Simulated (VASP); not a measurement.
## WS2: band structure with r2SCAN

Crystal: WS2.

```
W S
1.0
     3.15410    0.00000    0.00000
    -1.57705    2.73153    0.00000
     0.00000    0.00000   12.14229
W S
2 4
Direct
  0.33333 0.66667 0.25000
  0.66667 0.33333 0.75000
  0.33333 0.66667 0.62030
  0.66667 0.33333 0.12030
  0.33333 0.66667 0.87970
  0.66667 0.33333 0.37970
```

| Property | Result |
| --- | --- |
| Program | VASP 6.6.1 |
| Task | band structure |
| Functional | r2SCAN |
| Potentials or basis | VASP PAW PBE potentials, release 64 (W_sv, S) |
| Cutoff | 520 eV |
| k mesh | 12 × 12 × 3 |
| Occupations | gaussian, width 0.03 eV |
| Spin | no spin polarisation |
| Further INCAR settings | ALGO = Normal; EDIFF = 1e-06; NBANDS = 35 |

```
Pressure                : 2.4 GPa
Largest force           : 0.265 eV/Å
Band gap on the k mesh  : 1.01 eV, indirect (least direct gap 1.96 eV)
Band gap along the path : 1.01 eV, indirect (least direct gap 1.96 eV)
```

Forces in eV/Å, atoms in the order of the input:
```
W    0.000  0.000  0.000
W    0.000  0.000  0.000
S    0.000  0.000  0.265
S    0.000  0.000  0.265
S    0.000  0.000 -0.265
S    0.000  0.000 -0.265
```

Stress tensor (GPa, compression positive):
```
2.90 0.00 0.00
0.00 2.90 0.00
0.00 0.00 1.30
```

Levels at the corners of the path, in eV from the valence-band top:
| point | band 23 | band 24 | band 25 | band 26 | band 27 | band 28 | band 29 | band 30 |
| --- | --- | --- | --- | --- | --- | --- | --- | --- |
| Γ | -2.35 | -1.55 | -1.32 | 0.00 | 2.40 | 2.40 | 2.41 | 2.41 |
| M | -2.19 | -1.93 | -1.88 | -1.65 | 2.40 | 2.46 | 2.67 | 3.00 |
| M | -2.19 | -1.93 | -1.88 | -1.65 | 2.40 | 2.46 | 2.67 | 3.00 |
| K | -3.14 | -3.14 | -0.85 | -0.60 | 1.36 | 1.36 | 2.06 | 3.47 |
| K | -3.14 | -3.14 | -0.85 | -0.60 | 1.36 | 1.36 | 2.06 | 3.47 |
| Γ | -2.35 | -1.55 | -1.32 | 0.00 | 2.40 | 2.40 | 2.41 | 2.41 |
| Γ | -2.35 | -1.55 | -1.32 | 0.00 | 2.40 | 2.40 | 2.41 | 2.41 |
| A | -2.39 | -2.39 | -0.33 | -0.33 | 2.39 | 2.39 | 2.39 | 2.39 |
| A | -2.39 | -2.39 | -0.33 | -0.33 | 2.39 | 2.39 | 2.39 | 2.39 |
| L | -2.06 | -2.06 | -1.74 | -1.74 | 2.43 | 2.43 | 2.86 | 2.86 |
| L | -2.06 | -2.06 | -1.74 | -1.74 | 2.43 | 2.43 | 2.86 | 2.86 |
| H | -3.37 | -3.37 | -0.74 | -0.74 | 1.36 | 1.36 | 2.67 | 2.67 |
| H | -3.37 | -3.37 | -0.74 | -0.74 | 1.36 | 1.36 | 2.67 | 2.67 |
| A | -2.39 | -2.39 | -0.33 | -0.33 | 2.39 | 2.39 | 2.39 | 2.39 |
| L | -2.06 | -2.06 | -1.74 | -1.74 | 2.43 | 2.43 | 2.86 | 2.86 |
| M | -2.19 | -1.93 | -1.88 | -1.65 | 2.40 | 2.46 | 2.67 | 3.00 |
| K | -3.14 | -3.14 | -0.85 | -0.60 | 1.36 | 1.36 | 2.06 | 3.47 |
| H | -3.37 | -3.37 | -0.74 | -0.74 | 1.36 | 1.36 | 2.67 | 2.67 |

Wall time 7.2 min on 2 MPI ranks on Intel(R) Xeon(R) Platinum 8488C (Sapphire Rapids), on a shared host, peak memory 0.33 GiB a rank.

Caveat: the PAW data sets were made with another functional, which shifts forces and pressure a little; spin-orbit coupling is left out, which moves the levels of the heavy elements. r2SCAN opens gaps a little over a GGA but as a rule still falls short of measured ones.
